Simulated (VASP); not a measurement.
# SnTe (Fm-3m) in VASP: relaxation of cell and atoms with PBE

Aim: the relaxation of cell and atoms of SnTe with PBE.

Everything below comes from runs of VASP 6.6.1. Logs are shortened: lines on timing, memory, paths and dates and some standing lists are left out, and cuts for length are marked.

## Step 1: Starting point

The structure is cubic, space group Fm-3m (No. 225). Conventional cell: a = 6.302 Å, b = 6.302 Å, c = 6.302 Å, α = 90.00°, β = 90.00°, γ = 90.00°. Sn (site symmetry m-3m) is surrounded by 6 Te at 3.15 Å. Around Te (site symmetry m-3m) lie 6 Sn at 3.15 Å.

## Step 2: Relaxation of cell and atoms, PBE

File INCAR:

```
PREC     = Accurate       # precision mode
ENCUT    = 600            # plane-wave cutoff, eV
EDIFF    = 1E-7           # SCF threshold, eV
ISMEAR   = 0              # smearing method
SIGMA    = 0.1            # smearing width, eV
LREAL    = F              # projectors in reciprocal space
LASPH    = T              # aspherical terms in the spheres
NELM     = 80             # most SCF steps
ALGO     = Normal         # electronic algorithm
ISIF     = 3              # what is computed and relaxed
LWAVE    = F              # write WAVECAR
LCHARG   = F              # write CHGCAR
GGA      = PE             # functional
IBRION   = 2              # ionic algorithm
NSW      = 80             # ionic steps
EDIFFG   = -0.004         # ionic threshold
```

File KPOINTS:

```
Automatic mesh
0
Gamma
  10 10 10
```

File POSCAR:

```
SnTe
1.0
    0.0000000000      3.1508500000      3.1508500000
    3.1508500000      0.0000000000      3.1508500000
    3.1508500000      3.1508500000      0.0000000000
Sn Te
1 1
Direct
    0.0000000000      0.0000000000      0.0000000000
    0.5000000000      0.5000000000      0.5000000000
```

Potentials or basis: VASP PAW PBE potentials, release 64 (Sn_d, Te).

The run is started by

```
$ cat potpaw_PBE.64/Sn_d/POTCAR potpaw_PBE.64/Te/POTCAR > POTCAR
$ mpirun -np 1 vasp_std > vasp.out
```

OUTCAR:

```text
PREC = Accurate
   ENCUT = 600
   EDIFF = 1E-7
   ISMEAR = 0
   LREAL = F
   LASPH = T
   NELM = 80
   ISIF = 3
   GGA = PE
   IBRION = 2
   NSW = 80
   EDIFFG = -0.004

 ion  position               nearest neighbor table
   1  0.000  0.000  0.000-   2 3.15   2 3.15   2 3.15   2 3.15   2 3.15   2 3.15
   2  0.500  0.500  0.500-   1 3.15   1 3.15   1 3.15   1 3.15   1 3.15   1 3.15

  LATTYP: Found a face centered cubic cell.
 ALAT       =     6.3017000000

  Lattice vectors:

 A1 = (   0.0000000000,   3.1508500000,   3.1508500000)
 A2 = (   3.1508500000,   0.0000000000,   3.1508500000)
 A3 = (   3.1508500000,   3.1508500000,   0.0000000000)

Analysis of symmetry for initial positions (statically):
=====================================================================
 Subroutine PRICEL returns:
 Original cell was already a primitive cell.

 Routine SETGRP: Setting up the symmetry group for a
 face centered cubic supercell.

 Subroutine GETGRP returns: Found 48 space group operations
 (whereof 48 operations were pure point group operations)
 out of a pool of 48 trial point group operations.

The static configuration has the point symmetry O_h .

Analysis of symmetry for dynamics (positions and initial velocities):
=====================================================================
 Subroutine PRICEL returns:
 Original cell was already a primitive cell.

 Routine SETGRP: Setting up the symmetry group for a
 face centered cubic supercell.

 Subroutine GETGRP returns: Found 48 space group operations
 (whereof 48 operations were pure point group operations)
 out of a pool of 48 trial point group operations.

The dynamic configuration has the point symmetry O_h .

 Subroutine INISYM returns: Found 48 space group operations
 (whereof 48 operations are pure point group operations),
 and found     1 'primitive' translations

----------------------------------------------------------------------------------------

                                     Primitive cell

  volume of cell :      62.5624

  direct lattice vectors                    reciprocal lattice vectors
     0.000000000  3.150850000  3.150850000    -0.158687338  0.158687338  0.158687338
     3.150850000  0.000000000  3.150850000     0.158687338 -0.158687338  0.158687338
     3.150850000  3.150850000  0.000000000     0.158687338  0.158687338 -0.158687338

  length of vectors
     4.455974803  4.455974803  4.455974803     0.274854533  0.274854533  0.274854533

  position of ions in fractional coordinates (direct lattice)
     0.000000000  0.000000000  0.000000000
     0.500000000  0.500000000  0.500000000

  ion indices of the primitive-cell ions
   primitive index   ion index
                 1           1
                 2           2

----------------------------------------------------------------------------------------

 KPOINTS: Automatic mesh

Automatic generation of k-mesh.
 Grid dimensions read from file:
 generate k-points for:   10   10   10

 Generating k-lattice:

  Cartesian coordinates                     Fractional coordinates (reciprocal lattice)
    -0.015868734  0.015868734  0.015868734     0.100000000  0.000000000  0.000000000
     0.015868734 -0.015868734  0.015868734     0.000000000  0.100000000  0.000000000
     0.015868734  0.015868734 -0.015868734     0.000000000  0.000000000  0.100000000

  Length of vectors
     0.027485453  0.027485453  0.027485453

  Shift w.r.t. Gamma in fractional coordinates (k-lattice)
     0.000000000  0.000000000  0.000000000

 Subroutine IBZKPT returns following result:
 ===========================================

 Found     47 irreducible k-points:

 Following reciprocal coordinates:
            Coordinates               Weight
  0.000000  0.000000  0.000000      1.000000
  0.100000  0.000000  0.000000      8.000000
  0.200000  0.000000  0.000000      8.000000
  0.300000  0.000000  0.000000      8.000000
  0.400000  0.000000  0.000000      8.000000
  0.500000  0.000000  0.000000      4.000000
[... 16 lines left out ...]
  0.300000  0.300000  0.000000      6.000000
  0.400000  0.300000  0.000000     24.000000
 [... further k-points ...]
   k-points           NKPTS =     47   k-points in BZ     NKDIM =     47   number of bands    NBANDS=     14
   number of dos      NEDOS =    301   number of ions     NIONS =      2
   total plane-waves  NPLWV =  46656
   dimension x,y,z NGX =    36 NGY =   36 NGZ =   36
   dimension x,y,z NGXF=    72 NGYF=   72 NGZF=   72
   ions per type =               1   1
   NGX,Y,Z   is equivalent  to a cutoff of  13.43, 13.43, 13.43 a.u.
   NGXF,Y,Z  is equivalent  to a cutoff of  26.86, 26.86, 26.86 a.u.
 SYSTEM =  unknown system
   PREC   = accura    normal or accurate (medium, high low for compatibility)
   ISTART =      0    job   : 0-new  1-cont  2-samecut
   ICHARG =      2    charge: 1-file 2-atom 10-const
   ISPIN  =      1    spin polarized calculation?
   LNONCOLLINEAR =      F non collinear calculations
   LSORBIT =      F    spin-orbit coupling
   LASPH  =      T    aspherical Exc in radial PAW
   ENCUT  =  600.0 eV  44.10 Ry    6.64 a.u.   8.90  8.90  8.90*2*pi/ulx,y,z
   NELM   =     80;   NELMIN=  2; NELMDL= -5     # of ELM steps
   EDIFF  = 0.1E-06   stopping-criterion for ELM
   LREAL  =      F    real-space projection
   EDIFFG = -.4E-02   stopping-criterion for IOM
   NSW    =     80    number of steps for IOM
   IBRION =      2    ionic relax: 0-MD 1-quasi-New 2-CG
   NFREE  =      1    steps in history (QN), initial steepest desc. (CG)
   ISIF   =      3    stress and relaxation
   ISYM   =      2    0-nonsym 1-usesym 2-fastsym
   POTIM  = 0.5000    time-step for ionic-motion
   TEBEG  =    0.0;   TEEND  =   0.0 temperature during run
   PSTRESS=    0.0 pullay stress
   NELECT =      20.0000    total number of electrons
   NUPDOWN=      -1.0000    fix difference up-down
   EMIN   =  10.00;   EMAX   =-10.00  energy-range for DOS
   EFERMI =   0.00;   METHOD = LEGACY
   ISMEAR =     0;   SIGMA  =   0.10  broadening in eV -4-tet -1-fermi 0-gaus
   EFERMI_NEDOS =   21; number of points for ismear=-14 and -15
   IALGO  =     38    algorithm
   IMIX   =      4    mixing-type and parameters
     AMIX     =   0.40;   BMIX     =  1.00
     AMIX_MAG =   1.60;   BMIX_MAG =  1.00
  volume/ion in A,a.u.               =      31.28       211.10
  Fermi-wavevector in a.u.,A,eV,Ry     =   1.119387  2.115336 17.048485  1.253028
  Thomas-Fermi vector in A             =   2.256026
   LORBIT       =      0    0 simple, 1 ext, 2 COOP (PROOUT), +10 PAW based schemes
   GGA     = PE    functional components
   LHFCALC =     F    Hartree Fock is set to
   AEXX    =    0.0000 exact exchange contribution
   IVDW    =     0    specifies the selected vdW correction
   LEPSILON=     F    determine dielectric tensor
   LRPA    =     F    only Hartree local field effects (RPA)
 conjugate gradient relaxation of ions
 non-spin polarized calculation
 Gauss-broadening in eV      SIGMA  =   0.10
  energy-cutoff  :      600.00
  volume of cell :       62.56
 maximum number of plane-waves:      2108
   NGX = 17   NGY = 17   NGZ = 17

--------------------------------------- Ionic step        1  -------------------------------------------

 number of electron      19.9999998 magnetization

 Free energy of the ion-electron system (eV)
  ---------------------------------------------------
  ext. energy  EPLUGINS =         0.00000000
  ---------------------------------------------------
  free energy    TOTEN  =        -7.54276596 eV

  energy without entropy =       -7.54240670  energy(sigma->0) =       -7.54258633

------------------------ aborting loop because EDIFF is reached ----------------------------------------

  FORCE on cell =-STRESS in cart. coord.  units (eV):
  Direction    XX          YY          ZZ          XY          YZ          ZX
  --------------------------------------------------------------------------------------
  -------------------------------------------------------------------------------------
  Total        0.8978206      0.8978206      0.8978206      0.0000000      0.0000000     -0.0000000
  in kB       22.9925408     22.9925408     22.9925408      0.0000000      0.0000000     -0.0000000
  external PRESSURE =      22.9925408 kB  Pullay stress =       0.0000000 kB

 VOLUME and BASIS-vectors are now :
 -----------------------------------------------------------------------------
  energy-cutoff  :      600.00
  volume of cell :       62.56
      direct lattice vectors                 reciprocal lattice vectors
     0.000000000  3.150850000  3.150850000    -0.158687338  0.158687338  0.158687338
     3.150850000  0.000000000  3.150850000     0.158687338 -0.158687338  0.158687338
     3.150850000  3.150850000  0.000000000     0.158687338  0.158687338 -0.158687338
[... 37 lines left out ...]
 POSITION                                       TOTAL-FORCE (eV/Angst)
 -----------------------------------------------------------------------------------
      0.00000      0.00000      0.00000         0.000000     -0.000000      0.000000
      3.21909      3.21909      3.21909        -0.000000      0.000000     -0.000000
 -----------------------------------------------------------------------------------
    total drift:                               -0.000000      0.000000      0.000000

  FREE ENERGIE OF THE ION-ELECTRON SYSTEM (eV)
  ---------------------------------------------------
  free  energy   TOTEN  =        -7.5634980469 eV

  energy  without entropy=       -7.5631253335  energy(sigma->0) =       -7.56331169

--------------------------------------- Ionic step        3  -------------------------------------------

 number of electron      20.0000005 magnetization

 Free energy of the ion-electron system (eV)
  ---------------------------------------------------
  ext. energy  EPLUGINS =         0.00000000
  ---------------------------------------------------
  free energy    TOTEN  =        -7.56501603 eV

  energy without entropy =       -7.56459224  energy(sigma->0) =       -7.56480413

 E-fermi :   6.3581     XC(G=0):  -9.2682

 val. band max:        6.3329955497   @ k =   0.5000   0.0000   0.0000
 cond. band min:       6.3831979970   @ k =   0.5000   0.0000   0.0000
 fundamental gap:      0.0502024474
 Fermi energy:         6.3580967751

 k-point     1 :       0.0000    0.0000    0.0000
  band No.  band energies     occupation
      1     -15.5495      2.00000
      2     -15.5495      2.00000
      3     -15.5465      2.00000
      4     -15.5465      2.00000
      5     -15.5465      2.00000
      6      -6.0997      2.00000
      7       1.4683      2.00000
      8       4.3311      2.00000
      9       4.3311      2.00000
     10       4.3311      2.00000
     11       9.5795      0.00000
     12       9.5795      0.00000
     13       9.5795      0.00000
     14      11.1804      0.00000

 k-point     2 :       0.1000    0.0000    0.0000
  band No.  band energies     occupation
      1     -15.5498      2.00000
      2     -15.5498      2.00000
      3     -15.5463      2.00000
      4     -15.5460      2.00000
      5     -15.5460      2.00000
      6      -6.0215      2.00000
      7       1.0711      2.00000
      8       4.3455      2.00000
      9       4.3455      2.00000
     10       4.6075      2.00000
[... 362 lines left out ...]
 k-point    24 :       0.4000    0.3000    0.0000
  band No.  band energies     occupation
      1     -15.5591      2.00000
      2     -15.5483      2.00000
      3     -15.5472      2.00000
      4     -15.5400      2.00000
      5     -15.5397      2.00000
      6      -5.0248      2.00000
      7      -0.4517      2.00000
      8       2.6076      2.00000
      9       3.1615      2.00000
     10       3.3280      2.00000
     11       9.2108      0.00000
     12      10.0114      0.00000
     13      10.1457      0.00000
     14      10.4430      0.00000

 [... further k-points ...]

------------------------ aborting loop because EDIFF is reached ----------------------------------------

  FORCE on cell =-STRESS in cart. coord.  units (eV):
  Direction    XX          YY          ZZ          XY          YZ          ZX
  --------------------------------------------------------------------------------------
  -------------------------------------------------------------------------------------
  Total        0.0008633      0.0008633      0.0008633      0.0000000      0.0000000     -0.0000000
  in kB        0.0210188      0.0210188      0.0210188      0.0000000      0.0000000     -0.0000000
  external PRESSURE =       0.0210188 kB  Pullay stress =       0.0000000 kB

 VOLUME and BASIS-vectors are now :
 -----------------------------------------------------------------------------
  energy-cutoff  :      600.00
  volume of cell :       65.81
      direct lattice vectors                 reciprocal lattice vectors
     0.000000000  3.204417296  3.204417296    -0.156034609  0.156034609  0.156034609
     3.204417296  0.000000000  3.204417296     0.156034609 -0.156034609  0.156034609
     3.204417296  3.204417296  0.000000000     0.156034609  0.156034609 -0.156034609

 POSITION                                       TOTAL-FORCE (eV/Angst)
 -----------------------------------------------------------------------------------
      0.00000      0.00000      0.00000        -0.000000      0.000000      0.000000
      3.20442      3.20442      3.20442         0.000000     -0.000000     -0.000000
 -----------------------------------------------------------------------------------
    total drift:                               -0.000000      0.000000      0.000000

  FREE ENERGIE OF THE ION-ELECTRON SYSTEM (eV)
  ---------------------------------------------------
  free  energy   TOTEN  =        -7.5650160264 eV

  energy  without entropy=       -7.5645922352  energy(sigma->0) =       -7.56480413

 reached required accuracy - stopping structural energy minimisation
```

It took 40 s on 1 thread of Intel Xeon 6975P-C (Granite Rapids), shared host; peak memory 0.25 GiB.

Results:

* Free energy: -7.5650 eV
* Relaxed volume: 32.90 Å³/atom
* Relaxed cell: a = 4.532 Å, b = 4.532 Å, c = 4.532 Å, α = 60.00°, β = 60.00°, γ = 60.00°
* Space group after relaxing (to 0.05 Å): Fm-3m (No. 225)
* Energy gained by relaxing: 11.1 meV/atom
* Ionic steps: 3
* Pressure after relaxing: 0.0 GPa
* Band gap on the k mesh: 0.05 eV, direct

The path:
| step | energy change (eV) | largest force (eV/Å) | pressure (GPa) | volume (Å³) |
| --- | --- | --- | --- | --- |
| 1 | 0.0000 | 0.0000 | 2.30 | 62.56 |
| 2 | -0.0207 | 0.0000 | -0.53 | 66.72 |
| 3 | -0.0223 | 0.0000 | 0.00 | 65.81 |

Final structure:
```
Sn Te
1.0
     0.00000    3.20442    3.20442
     3.20442    0.00000    3.20442
     3.20442    3.20442    0.00000
Sn Te
1 1
Cartesian
  0.0000 0.0000 0.0000
  3.2044 3.2044 3.2044
```

Levels at points of the mesh, in eV from the valence-band top:
```csv
k point,band 6,band 7,band 8,band 9,band 10,band 11,band 12,band 13,band 14
"(0.00, 0.00, 0.00)",-12.43,-4.86,-2.00,-2.00,-2.00,3.25,3.25,3.25,4.85
"(0.50, 0.00, 0.00)",-11.28,-8.07,-1.68,-1.68,0.00,0.05,0.45,0.45,7.67
"(0.50, 0.50, 0.00)",-11.02,-6.43,-5.22,-3.50,-3.50,2.38,4.69,4.69,6.02
```

Caveat: spin-orbit coupling is left out, which moves the levels of the heavy elements. A k mesh can miss the band edges.
